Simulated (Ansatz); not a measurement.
InSb: clamped-ion strain scan

Theory: DFT r2SCAN, scalar-relativistic, plane waves, PAW in Ansatz. Settings: plane waves to 500 eV, k-mesh 10×10×10 (Γ-centred), Gaussian smearing 0.03 eV. No spin polarisation. Energies are free energies at this smearing, counted from the undisturbed cell; pressure is positive in compression.

The starting cell (as given, not relaxed at this level; it stands at 1.7 GPa):

```yaml
crystal:
  lattice:
    - [0.00000, 3.23910, 3.23910]
    - [3.23910, 0.00000, 3.23910]
    - [3.23910, 3.23910, 0.00000]
  atoms:
    - { symbol: In, position: [0.00000, 0.00000, 0.00000] }
    - { symbol: Sb, position: [0.75000, 0.75000, 0.75000] }
```

The cell is strained by ε times the Voigt pattern (1, 0, 0, 0, 0, 0) (xx, yy, zz, yz, xz, xy; engineering shear) with fractional coordinates fixed.

| ε | ΔE (meV/atom) |
| --- | --- |
| -0.1000 | 117.7 |
| -0.0750 | 72.2 |
| -0.0500 | 37.7 |
| -0.0250 | 13.8 |
| 0.0000 | 0.0 |
| 0.0250 | -4.3 |
| 0.0500 | 0.1 |
| 0.0750 | 12.8 |
| 0.0875 | 22.1 |
| 0.1000 | 33.2 |

**Question.** Predict the stress summed along the pattern (GPa, tension positive) at each point.

**Answer.**
```tsv
ε	stress summed along the pattern (GPa, tension positive)
-0.1000	-9.66
-0.0750	-7.53
-0.0500	-5.49
-0.0250	-3.54
0.0000	-1.69
0.0250	0.04
0.0500	1.63
0.0750	3.14
0.0875	3.84
0.1000	4.52
```